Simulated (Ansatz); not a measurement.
Write the native input for Ansatz 0.2.0 that does the following.

```
Task                    : single point
Functional              : HSE06 form with a typed share of exact exchange
Potentials or basis     : Ansatz PAW
Cutoff                  : 420 eV (not typed: the program's choice for these potentials)
k mesh                  : 4 × 4 × 4
Occupations             : fermi-dirac, width 0.05 eV
Spin                    : no spin polarisation
Screening (1/Å)         : 0.4
Share of exact exchange : 0.25
```

Crystal: InP.

```xyz
2
Lattice="0.0000 2.7688 2.7688 2.7688 0.0000 2.7688 2.7688 2.7688 0.0000" Properties=species:S:1:pos:R:3 pbc="T T T"
In    0.0000    0.0000    0.0000
P     2.7688    2.7688    2.7688
```

Measurements of this composition are mostly on another form, of space group No. 216.

One way to write it, as run:

input.yaml

```yaml
crystal:
  lattice:
    - [0.0, 2.768834, 2.768834]
    - [2.768834, 0.0, 2.768834]
    - [2.768834, 2.768834, 0.0]
  atoms:
    - { symbol: In, position: [0.0, 0.0, 0.0] }
    - { symbol: P, position: [0.5, 0.5, 0.5] }
hamiltonian:
  xc: { exchange: pbe, correlation: pbe, exx: { coeff: 0.25, omega: 0.4 } }
  pseudopotentials: { kind: paw }
kpoints:
  mp_grid: { grid: [4, 4, 4] }
scf:
  occupations: { method: fermi_dirac, width: 0.05 }
output:
  forces: true
  stress: true
  eigenvalues: true
```

Potentials or basis: Ansatz PAW.

Command:

```bash
$ ansatz run input.yaml --threads 2 --pin off --max-ram 5632MiB --backend cpu --events-out ev --progress --plain --runs-dir out
```

Results of the run:

- Pressure: -1.7 GPa
- Band gap on the k mesh: none (metal or under the smearing width)

Caveat: the k mesh is coarse (spacing up to 0.49 Å⁻¹), so the values aren't converged, least of all with exact exchange; the PAW data sets come from PBE, with cores solved anew for the run's functional, which leaves a small shift of forces and pressure; the thresholds are loose for stress.

It took 7.1 s on 2 threads of Arm Neoverse V2, with other jobs on the host, peak memory 0.61 GiB.
